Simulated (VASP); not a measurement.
# NbC (Fm-3m) in VASP: further runs, part 2 of 2

VASP 6.6.1. The steps go on from the part before.

## 3. Relaxation of cell and atoms, PBE

This run uses another cell than the first one, of 11.26 Å³/atom, 1.009 times its volume.

Input file INCAR:

```
SYSTEM = NbC
  PREC = Accurate
  ENCUT = 520
  EDIFF = 1E-7
  ISMEAR = 0
  SIGMA = 0.1
  LREAL = .FALSE.
  LASPH = .TRUE.
  NELM = 80
  ALGO = Fast
  ISIF = 3
  LWAVE = .FALSE.
  LCHARG = .FALSE.
  GGA = PE
  IBRION = 2
  NSW = 80
  EDIFFG = -0.002
```

Input file KPOINTS:

```
Automatic mesh
0
G
  22 22 22
  0 0 0
```

Input file POSCAR:

```
NbC                                     
1.0
    0.0000000000      2.2414393994      2.2414393994
    2.2414393994      0.0000000000      2.2414393994
    2.2414393994      2.2414393994      0.0000000000
  Nb              C             
     1     1
Direct
     0.0000000000000000    0.0000000000000000    0.0000000000000000
     0.5000000000000000    0.5000000000000000    0.5000000000000000
```

Potentials or basis: VASP PAW PBE potentials, release 64 (Nb_sv, C).

Launch:

```sh
> cat potpaw_PBE.64/Nb_sv/POTCAR potpaw_PBE.64/C/POTCAR > POTCAR
> mpirun -np 1 vasp_std > vasp.out
```

OUTCAR:

```text
SYSTEM = NbC
   PREC = Accurate
   ENCUT = 520
   EDIFF = 1E-7
   ISMEAR = 0
   LREAL = .FALSE.
   LASPH = .TRUE.
   NELM = 80
   ISIF = 3
   GGA = PE
   IBRION = 2
   NSW = 80
   EDIFFG = -0.002

 ion  position               nearest neighbor table
   1  0.000  0.000  0.000-   2 2.24   2 2.24   2 2.24   2 2.24   2 2.24   2 2.24
   2  0.500  0.500  0.500-   1 2.24   1 2.24   1 2.24   1 2.24   1 2.24   1 2.24

  LATTYP: Found a face centered cubic cell.
 ALAT       =     4.4828787988

  Lattice vectors:

 A1 = (   0.0000000000,   2.2414393994,   2.2414393994)
 A2 = (   2.2414393994,   0.0000000000,   2.2414393994)
 A3 = (   2.2414393994,   2.2414393994,   0.0000000000)

Analysis of symmetry for initial positions (statically):
=====================================================================
 Subroutine PRICEL returns:
 Original cell was already a primitive cell.

 Routine SETGRP: Setting up the symmetry group for a
 face centered cubic supercell.

 Subroutine GETGRP returns: Found 48 space group operations
 (whereof 48 operations were pure point group operations)
 out of a pool of 48 trial point group operations.

The static configuration has the point symmetry O_h .

Analysis of symmetry for dynamics (positions and initial velocities):
=====================================================================
 Subroutine PRICEL returns:
 Original cell was already a primitive cell.

 Routine SETGRP: Setting up the symmetry group for a
 face centered cubic supercell.

 Subroutine GETGRP returns: Found 48 space group operations
 (whereof 48 operations were pure point group operations)
 out of a pool of 48 trial point group operations.

The dynamic configuration has the point symmetry O_h .

 Subroutine INISYM returns: Found 48 space group operations
 (whereof 48 operations are pure point group operations),
 and found     1 'primitive' translations

----------------------------------------------------------------------------------------
[... 139 lines left out ...]
  ext. energy  EPLUGINS =         0.00000000
  ---------------------------------------------------
  free energy    TOTEN  =       -20.54643735 eV

  energy without entropy =      -20.54237420  energy(sigma->0) =      -20.54440577

------------------------ aborting loop because EDIFF is reached ----------------------------------------

  FORCE on cell =-STRESS in cart. coord.  units (eV):
  Direction    XX          YY          ZZ          XY          YZ          ZX
  --------------------------------------------------------------------------------------
  -------------------------------------------------------------------------------------
  Total       -0.0100351     -0.0100351     -0.0100351     -0.0000000     -0.0000000      0.0000000
  in kB       -0.7138769     -0.7138769     -0.7138769     -0.0000000     -0.0000000      0.0000000
  external PRESSURE =      -0.7138769 kB  Pullay stress =       0.0000000 kB
[... 95 lines left out ...]
--------------------------------------- Ionic step        4  -------------------------------------------

 number of electron      16.9999999 magnetization

 Free energy of the ion-electron system (eV)
  ---------------------------------------------------
  ext. energy  EPLUGINS =         0.00000000
  ---------------------------------------------------
  free energy    TOTEN  =       -20.54643815 eV

  energy without entropy =      -20.54237526  energy(sigma->0) =      -20.54440671

 E-fermi :  12.4599     XC(G=0): -13.0403

 val. band max:       12.4533879956   @ k =  -0.0909   0.0909   0.0000
 cond. band min:      12.4629295193   @ k =  -0.4091   0.4091   0.1364
 fundamental gap:      0.0095415237
 Fermi energy:        12.4599429375

 k-point     1 :       0.0000    0.0000    0.0000
  band No.  band energies     occupation
      1     -43.3266      2.00000
      2     -19.0392      2.00000
      3     -19.0392      2.00000
      4     -19.0392      2.00000
      5      -0.9567      2.00000
      6      11.1569      2.00000
      7      11.1569      2.00000
      8      11.1569      2.00000
      9      12.2309      1.99880
     10      12.2309      1.99880
     11      12.2309      1.99880
     12      12.7957      0.00000
[... 331 lines left out ...]
 k-point    24 :      -0.4545    0.0455    0.0000
  band No.  band energies     occupation
      1     -43.2241      2.00000
      2     -19.8409      2.00000
      3     -19.1324      2.00000
      4     -19.1193      2.00000
      5       2.5447      2.00000
      6       5.0720      2.00000
      7       7.4060      2.00000
      8       7.4547      2.00000
      9      14.4440      0.00000
     10      14.4919      0.00000
     11      15.8171      0.00000
     12      18.5150      0.00000

 [... further k-points ...]

------------------------ aborting loop because EDIFF is reached ----------------------------------------

  FORCE on cell =-STRESS in cart. coord.  units (eV):
  Direction    XX          YY          ZZ          XY          YZ          ZX
  --------------------------------------------------------------------------------------
  -------------------------------------------------------------------------------------
  Total        0.0020477      0.0020477      0.0020477      0.0000000     -0.0000000     -0.0000000
  in kB        0.1456827      0.1456827      0.1456827      0.0000000     -0.0000000     -0.0000000
  external PRESSURE =       0.1456827 kB  Pullay stress =       0.0000000 kB
[... 17 lines left out ...]
  FREE ENERGIE OF THE ION-ELECTRON SYSTEM (eV)
  ---------------------------------------------------
  free  energy   TOTEN  =       -20.5464381528 eV

  energy  without entropy=      -20.5423752635  energy(sigma->0) =      -20.54440671

 reached required accuracy - stopping structural energy minimisation
```

CONTCAR:

```text
NbC
   1.00000000000000
    -0.0000000000000000    2.2413791864120438    2.2413791864120438
     2.2413791864120438    0.0000000000000000    2.2413791864120438
     2.2413791864120438    2.2413791864120438    0.0000000000000000
  Nb              C
     1     1
Direct
     0.0000000000000000    0.0000000000000000    0.0000000000000000
     0.5000000000000000    0.5000000000000000    0.5000000000000000

  0.00000000E+00  0.00000000E+00  0.00000000E+00
  0.00000000E+00  0.00000000E+00  0.00000000E+00
```

Run time: 1.8 min. Hardware: 1 thread of Intel Xeon 6975P-C (Granite Rapids), shared host; peak memory 0.23 GiB.

What came out:

| Property | Result |
| --- | --- |
| Free energy | -20.5464 eV |
| Energy gained by relaxing | 0.0 meV/atom |
| Ionic steps | 4 |
| Pressure after relaxing | 0.0 GPa |
| Band gap on the k mesh | none (metal or under the smearing width) |

Final structure:
```
Nb C
1.0
     0.00000    2.24138    2.24138
     2.24138    0.00000    2.24138
     2.24138    2.24138    0.00000
Nb C
1 1
Direct
  0.00000 0.00000 0.00000
  0.50000 0.50000 0.50000
```

## 4. Vibrations by finite differences, PBE

This run uses another cell than the first one, of 11.26 Å³/atom, 1.009 times its volume.

Input file INCAR:

```
SYSTEM = NbC
PREC = Accurate ; ENCUT = 520
EDIFF = 1E-8 ; ISMEAR = 0
SIGMA = 0.1 ; LREAL = .False.
LASPH = .True. ; NELM = 80
ALGO = Fast ; ISIF = 3
LWAVE = .False. ; LCHARG = .False.
GGA = PE ; NBANDS = 16
IBRION = 6 ; NFREE = 2
POTIM = 0.015 ; NSW = 1
```

Input file KPOINTS:

```
regular mesh
0
Gamma
  22 22 22
  0 0 0
```

Input file POSCAR:

```
NbC                                     
1.0
   -0.0000000000      2.2413791864      2.2413791864
    2.2413791864      0.0000000000      2.2413791864
    2.2413791864      2.2413791864      0.0000000000
  Nb              C             
     1     1
Direct
     0.0000000000000000    0.0000000000000000    0.0000000000000000
     0.5000000000000000    0.5000000000000000    0.5000000000000000
```

Launch:

```sh
> cat potpaw_PBE.64/Nb_sv/POTCAR potpaw_PBE.64/C/POTCAR > POTCAR
> mpirun -np 1 vasp_std > vasp.out
```

It took 54 min on 1 thread of Intel Xeon 6975P-C (Granite Rapids), shared host; peak memory 1.7 GiB.

The run converged, but a check on its numbers failed (symmetry, net force, bounds or a known fault of this set-up), so they aren't taken as properties of the crystal.
